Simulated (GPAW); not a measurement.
The system is Sb.

```
CELL_PARAMETERS angstrom
3.35453 0.00000 0.00000
-1.67727 2.90511 0.00000
0.00000 0.00000 5.47016
ATOMIC_POSITIONS crystal
Sb 0.66667 0.33333 0.75000
Sb 0.33333 0.66667 0.25000
```

This isn't the form of Sb at room conditions, which is rhombohedral.

Base run:

```yaml
Program: GPAW 26.7.0
Functional: PBEsol
Potentials_or_basis: PAW data sets generated in the run's folder for this functional
Cutoff: 600 eV
Basis: pw
k_mesh: 9 × 9 × 5
Occupations: fermi-dirac, width 0.05 eV
Spin: no spin polarisation
```

Its results: band gap on the k mesh none (metal or under the smearing width); pressure -1.9 GPa.

Q: The run is repeated on the same cell with these changes: occupations from fermi-dirac, width 0.05 eV to gaussian, width 0.01 eV; dispersion from none to D3(BJ). What comes out?

A: Band gap on the k mesh none (metal or under the smearing width); pressure -5.1 GPa.

Caveats: pairwise dispersion overbinds metals, which lowers pressure and volume (some runs).

Not every run made on this cell is shown here.
